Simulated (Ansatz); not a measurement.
A first try at a calculation of the elastic constants of Al, space group Im-3m, using the Ansatz DFT code, driven from Python.

`al_elastic.py`
```python
"""Stiffness tensor and moduli of Al."""

import ansatz as az
import numpy as np

system = (
    az.Lattice.of([-1.591219, 1.591219, 1.591219], [1.591219, -1.591219, 1.591219], [1.591219, 1.591219, -1.591219])
    .atom("Al", [0.0, 0.0, 0.0])
)

base = system.calculation()
base = base.functional("r2scan")
base = base.pseudopotentials("paw")
base = base.basis(24 * az.Ha)
base = base.occupations(az.OccupationsMethod.FERMI_DIRAC, width=0.1)
base = base.kpoints(19, 19, 19)
out = base.elastic(az.ElasticMode.CLAMPED_ION, amplitude=0.2).run(threads=1)
elastic = out.elastic

print("C_ij (GPa), Voigt order xx yy zz yz xz xy")
for row in elastic.c_gpa:
    print(" ".join(f"{value:8.1f}" for value in row))
print("smallest eigenvalue of C:", round(elastic.stability.min_eigenvalue_gpa, 1), "GPa; tensor positive definite:", elastic.stability.min_eigenvalue_gpa > 0)
# averaged moduli need a positive definite tensor
if elastic.stability.min_eigenvalue_gpa > 0:
    m = elastic.moduli
    anisotropy = 5 * m.g_voigt_gpa / m.g_reuss_gpa + m.k_voigt_gpa / m.k_reuss_gpa - 6
    print(f"Voigt K {m.k_voigt_gpa:.1f} G {m.g_voigt_gpa:.1f}; Reuss K {m.k_reuss_gpa:.1f} G {m.g_reuss_gpa:.1f}; universal anisotropy index {anisotropy:.3f}")
```

```console
$ python al_elastic.py
Traceback (most recent call last):
  File "al_elastic.py", line 17, in <module>
    out = base.elastic(az.ElasticMode.CLAMPED_ION, amplitude=0.2).run(threads=1)
  ...
ansatz.RefusalError: invalid value for `elastic.amplitude`: must be finite and in (0, 0.1); got 0.2
```
(Library frames cut from the traceback.)

What is wrong, and how is it mended?

The fault: amplitude far too large. Mended:

`al_elastic.py`:
```python
"""Stiffness tensor and moduli of Al."""

import ansatz as az
import numpy as np

system = (
    az.Lattice.of([-1.591219, 1.591219, 1.591219], [1.591219, -1.591219, 1.591219], [1.591219, 1.591219, -1.591219])
    .atom("Al", [0.0, 0.0, 0.0])
)

base = system.calculation()
base = base.functional("r2scan")
base = base.pseudopotentials("paw")
base = base.basis(24 * az.Ha)
base = base.occupations(az.OccupationsMethod.FERMI_DIRAC, width=0.1)
base = base.kpoints(19, 19, 19)
out = base.elastic(az.ElasticMode.CLAMPED_ION).run(threads=1)
elastic = out.elastic

print("C_ij (GPa), Voigt order xx yy zz yz xz xy")
for row in elastic.c_gpa:
    print(" ".join(f"{value:8.1f}" for value in row))
print("smallest eigenvalue of C:", round(elastic.stability.min_eigenvalue_gpa, 1), "GPa; tensor positive definite:", elastic.stability.min_eigenvalue_gpa > 0)
# averaged moduli need a positive definite tensor
if elastic.stability.min_eigenvalue_gpa > 0:
    m = elastic.moduli
    anisotropy = 5 * m.g_voigt_gpa / m.g_reuss_gpa + m.k_voigt_gpa / m.k_reuss_gpa - 6
    print(f"Voigt K {m.k_voigt_gpa:.1f} G {m.g_voigt_gpa:.1f}; Reuss K {m.k_reuss_gpa:.1f} G {m.g_reuss_gpa:.1f}; universal anisotropy index {anisotropy:.3f}")
```

With that change:

```console
$ python al_elastic.py
C_ij (GPa), Voigt order xx yy zz yz xz xy
    43.3    105.1    105.1     -0.0     -0.0     -0.0
   105.1     43.3    105.1      0.0     -0.0      0.0
   105.1    105.1     43.3      0.0      0.0     -0.0
     0.0     -0.0      0.0     44.6      0.0     -0.0
    -0.0      0.0      0.0     -0.0     44.6      0.0
     0.0     -0.0     -0.0      0.0      0.0     44.6
smallest eigenvalue of C: -61.8 GPa; tensor positive definite: False
```

What to keep in mind:
- The cell isn't relaxed first, so the values belong to this volume.
- This isn't the structure that Al takes at ambient conditions.
- Shear constants of a metal converge slowly with the k-point mesh and can be wrong in sign on a coarse one; the constants belong to the cell that was strained.
- Timing: 94 s on 1 thread of Arm Neoverse V1, with other jobs on the host, peak memory 0.65 GiB.

(A comment or docstring line of the script was reworded after the run, the code is as it ran.)
